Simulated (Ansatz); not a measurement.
## ZrC under changes of volume

One of the cells (13.174 Å³/atom); the others are scaled copies at fixed shape and fractional positions:

```
Zr C
1.0
     3.39148    0.00000    0.00000
    -1.69574    2.93710    0.00000
     0.00000    0.00000    5.29005
Zr C
2 2
Direct
  0.66667 0.33333 0.75000
  0.33333 0.66667 0.25000
  0.00000 0.00000 0.50000
  0.00000 0.00000 0.00000
```

The cell comes from a database or a generator and needn't be the stable form of this composition.

```yaml
Program: Ansatz 0.2.0
Functional: LDA
Potentials_or_basis: Ansatz PAW
Cutoff: "420 eV (not typed: the program's choice for these potentials)"
k_mesh: 9 × 9 × 5
Occupations: fermi-dirac, width 0.05 eV
Spin: no spin polarisation
```

```tsv
volume (Å³/atom)	energy over the lowest point (meV/atom)	pressure (GPa)
12.383	0.00	2.0
12.647	0.90	-3.1
12.910	9.78	-7.7
13.174	?	?
13.437	48.24	-15.5
13.701	76.42	-18.8
13.964	109.81	-21.7
```

Question: What does the run at 13.174 Å³/atom give?

Answer: Energy over the lowest point 25.82 meV/atom; pressure -11.8 GPa.

Worked out: A Birch-Murnaghan fit of order 3 (a polynomial in V^(-2/3)) to the other rows has its minimum at 12.49 Å³/atom with B0 = V·E''(V) = 244 GPa and B' = 4.1 at fixed shape and positions, which overstates the stiffness. It gives 25.82 meV/atom at 13.174 Å³/atom, against the run's 25.82, and -dE/dV = -11.8 GPa, against -11.8.

Energies are extrapolated to zero smearing.

Caveats: the PAW data sets come from PBE, with cores solved anew for the run's functional, which leaves a small shift of forces and pressure.
